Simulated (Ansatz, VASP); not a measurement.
## One calculation of SiNi, two programs

```
Ni Si
1.0
     2.66957    0.00000    0.00000
    -1.33479    2.31192    0.00000
     0.00000    0.00000    3.58036
Ni Si
1 1
Direct
  0.00000 0.00000 0.00000
  0.33333 0.66667 0.50000
```

Alike in both runs: functional PBE; k mesh 15 × 15 × 13; occupations fermi-dirac, width 0.05 eV; no spin polarisation.

Ansatz relaxed the structure, and its values are those at the end. VASP's run is a single point on that final structure, the one shown.

|  | VASP | Ansatz |
| --- | --- | --- |
| version | VASP 6.6.1 | Ansatz 0.2.0 |
| potentials or method | VASP PAW PBE potentials, release 64 (Ni, Si) | PAW with Ansatz's default frozen-core files, scalar-relativistic |
| plane-wave cutoff (eV) | 520 | 420 |
| valence electrons in the cell | 14 | 22 |

|  | VASP | Ansatz | Ansatz less VASP |
| --- | --- | --- | --- |
| pressure (GPa) | 12.0 | 12.0 | -0.01 |

The functional is the same, so the differences come from potentials, cutoffs and numerics. The two sets of potentials don't hold the same shells in valence.

Spin polarisation is off, so any magnetic state and its effect on volume and gap are missing.
